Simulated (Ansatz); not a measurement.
KZnF3 in the cubic perovskite structure, relaxed with r2SCAN in Ansatz. It is cubic, Pm-3m (No. 221); conventional cell a = 4.046 Å, 13.25 Å³ an atom. K is surrounded by 12 F at 2.86 Å; Zn is surrounded by 6 F at 2.02 Å; F is surrounded by 2 Zn at 2.02 Å and 4 K at 2.86 Å.

The axes x, y and z are those of this cell:
```
CELL_PARAMETERS angstrom
4.04617 0.00000 0.00000
0.00000 4.04617 0.00000
0.00000 0.00000 4.04617
ATOMIC_POSITIONS crystal
K 0.00000 0.00000 0.00000
Zn 0.50000 0.50000 0.50000
F 0.50000 0.50000 0.00000
F 0.50000 0.00000 0.50000
F 0.00000 0.50000 0.50000
```

Unstrained: The PBE gap is indirect, 3.870 eV (R to Γ), below the direct gap of 5.713 eV at Γ. r2SCAN gives an indirect gap of 4.638 eV, from R to Γ; the least direct gap is 6.611 eV at Γ. With HSE06 the valence top lies at R and the conduction bottom at Γ, 6.360 eV higher; the smallest vertical gap, at Γ, is 8.073 eV. Meshes: PBE 6×6×6, r2SCAN 6×6×6, HSE06 4×4×4. Strains are changes of length per length, and xy shears are angles. After each strain the atoms were relaxed again with r2SCAN within the symmetry that the strain leaves, so tilts or polar shifts that break it weren't tested; points keep the names that they have in the unstrained zone. Calculated for a static, non-magnetic cell.

Q: Estimate what epitaxial -2.5 % in the xy plane, free normal strain +2.05 % does to the gap.

A: PBE: the gap goes from 3.870 to 3.811 eV (-0.059 eV). r2SCAN: the gap goes from 4.638 to 4.572 eV (-0.066 eV). HSE06: the gap goes from 6.360 to 6.326 eV (-0.034 eV). The r2SCAN energy rises by 9.0 meV an atom.

Q: Apply uniaxial -5.0 % along z, other directions held. How far does the gap move, against the unstrained cell?

A: PBE: the gap goes from 3.870 to 3.854 eV (-0.016 eV). r2SCAN: the gap goes from 4.638 to 4.615 eV (-0.023 eV). HSE06: the gap goes from 6.360 to 6.382 eV (+0.022 eV). The r2SCAN energy rises by 17.9 meV an atom.

Q: One strain changed the r2SCAN stress by xx +3.53, yy +3.53, zz 0.00 GPa (compression positive) and the gap by -0.046 eV (PBE), -0.051 eV (r2SCAN), -0.024 eV (HSE06). Which kind of strain was it, and roughly how large?

A: Epitaxial -2.0 % in the xy plane, free normal strain +1.61 %. The pattern of the stress gives the kind; the size needs the stiffness, so it is an estimate.

Q: Apply xy shear, engineering strain (angle) -2.0 %. How far does the gap move, against the unstrained cell?

A: PBE: the gap goes from 3.870 to 3.869 eV (-0.001 eV). r2SCAN: the gap goes from 4.638 to 4.636 eV (-0.002 eV). HSE06: the gap goes from 6.360 to 6.358 eV (-0.002 eV). The r2SCAN energy rises by 0.6 meV an atom.

The meshes of the hybrids are coarse, so their gaps aren't converged to the digits shown.
